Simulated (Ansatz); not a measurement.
System: spinel MgAl2O4. Method: PBE0 in Ansatz (plane waves, PAW).

Input:

Ansatz 0.2 input:
```yaml
crystal:
  lattice:
    - [0.0, 4.0416, 4.0416]
    - [4.0416, 0.0, 4.0416]
    - [4.0416, 4.0416, 0.0]
  atoms:
    - { symbol: Mg, position: [0.0, 0.0, 0.0] }
    - { symbol: Mg, position: [0.25, 0.25, 0.25] }
    - { symbol: Al, position: [0.625, 0.125, 0.625] }
    - { symbol: Al, position: [0.125, 0.625, 0.625] }
    - { symbol: Al, position: [0.625, 0.625, 0.125] }
    - { symbol: Al, position: [0.625, 0.625, 0.625] }
    - { symbol: O, position: [0.3873, 0.8381, 0.3873] }
    - { symbol: O, position: [0.4119, 0.8627, 0.8627] }
    - { symbol: O, position: [0.3873, 0.3873, 0.8381] }
    - { symbol: O, position: [0.8627, 0.4119, 0.8627] }
    - { symbol: O, position: [0.3873, 0.3873, 0.3873] }
    - { symbol: O, position: [0.8627, 0.8627, 0.8627] }
    - { symbol: O, position: [0.8381, 0.3873, 0.3873] }
    - { symbol: O, position: [0.8627, 0.8627, 0.4119] }
basis:
  ecutwfc: 460
  ecutrho_ratio: 4
  xc_grid: 2
kpoints:
  mp_grid: { grid: [6, 6, 6] }
  band_path: { path: [[0, 0, 0], [-0.104167, 0.0, 0.104167]], npoints: 1 }
hamiltonian:
  xc: pbe0
  dispersion: none
  pseudopotentials: { kind: paw }
scf:
  occupations: { method: fermi_dirac, width: 0.01 }
  convergence: { dr2_threshold: 0.0000000014 }
output:
  forces: true
  stress: true
  eigenvalues: true
  write_bands: true
```

The run printed, among other lines:

```
WARN output.stress: scf.exx.energy_threshold = 1e-6 eV is looser than the 1.4e-7 eV advised for a stress under a hybrid functional (1e-8 eV for each atom of …
Crystal: 14 atoms, lattice volume = 132.035 Å³
Basis set: ecut = 460 eV, 2891 PW (Γ), exchange–correlation on 80×80×80 points (8 copies of the dense FFT grid, shifted against one another)
Bands: 54, of which v1, the nominal top of the filled ones, is band 40 counted from 1 (39 counted from 0)
Symmetry: 48 space group operations
Space group: Fd-3m (ITA 227), of the structure as read, at distance tolerance 5.1e-5 Å
k-points: 16 of 216
Functional: x = pbe(κ = 0.804, μ = 0.2195149727645171), c = pbe(β = 0.06672455060314922), warm-up for x = 0.75 pbe(κ = 0.804, μ = 0.2195149727645171) + 0.25 exact, c = pbe(β = 0.06672455060314922)
SCF iter   1: F=—  HF=-10558.643762 eV  |F-HF|=—  |Δ(HF+E_count)|=         —  Δρ=1.35e-3  dr2=1.89e-3
SCF iter   2: F=-10558.644033 eV  HF=-10558.643839 eV  |F-HF|=1.94e-4  |Δ(HF+E_count)|=   7.64e-5  Δρ=6.33e-4  dr2=1.05e-4
Crystal: 14 atoms, lattice volume = 132.035 Å³
Initial density: handed on by an earlier stage of this run
Functional: x = 0.75 pbe(κ = 0.804, μ = 0.2195149727645171) + 0.25 exact, c = pbe(β = 0.06672455060314922)
  ...
Crystal: 14 atoms, lattice volume = 132.035 Å³
SCF iter   4: F=—  HF=-10562.129732 eV  |F-HF|=—  |Δ(HF+E_count)|=   7.07e-7  Δρ=7.55e-6  dr2=6.23e-8
SCF iter   5: F=-10562.129732 eV  HF=-10562.129732 eV  |F-HF|=2.24e-10  |Δ(HF+E_count)|=   2.38e-8  Δρ=6.87e-7  dr2=9.91e-10
SCF 3 converged in 5 iterations: F = -10562.129732 eV  dr2 = 9.91e-10
Free energy (F): -10562.129732 eV
Internal energy: -10562.129732 eV  (E = F + TS)
E sigma→0 (E₀):  -10562.129732 eV
Fermi energy:    8.934701 eV
--- Forces (eV/Å), atoms counted from 1 ---
  atom   1  Mg     0.00000000    -0.00000000     0.00000000
  atom   2  Mg     0.00000000    -0.00000000     0.00000000
  atom   3  Al    -0.00000000     0.00000000    -0.00000000
  atom   4  Al    -0.00000000     0.00000000    -0.00000000
  atom   5  Al    -0.00000000    -0.00000000     0.00000000
  atom   6  Al    -0.00000000     0.00000000    -0.00000000
  atom   7  O     -0.38132697     0.38132697    -0.38132697
  atom   8  O     -0.38132697     0.38132697     0.38132697
  atom   9  O     -0.38132697    -0.38132697     0.38132697
  atom  10  O      0.38132697    -0.38132697     0.38132697
  atom  11  O      0.38132697     0.38132697     0.38132697
  atom  12  O     -0.38132697    -0.38132697    -0.38132697
  atom  13  O      0.38132697    -0.38132697    -0.38132697
  atom  14  O      0.38132697     0.38132697    -0.38132697
--- Stress (GPa, compression-positive) ---
       -1.401366      -0.000000       0.000000
        0.000000      -1.401366       0.000000
        0.000000       0.000000      -1.401366
  P = ⅓ Tr σ = -1.4014 GPa (-14.014 kbar)
```

The PAW data were made under PBE.

Note: cell and atoms aren't relaxed at this level (largest force component 0.38 eV/Å, pressure -1.4 GPa).

Ansatz is a first-principles code.
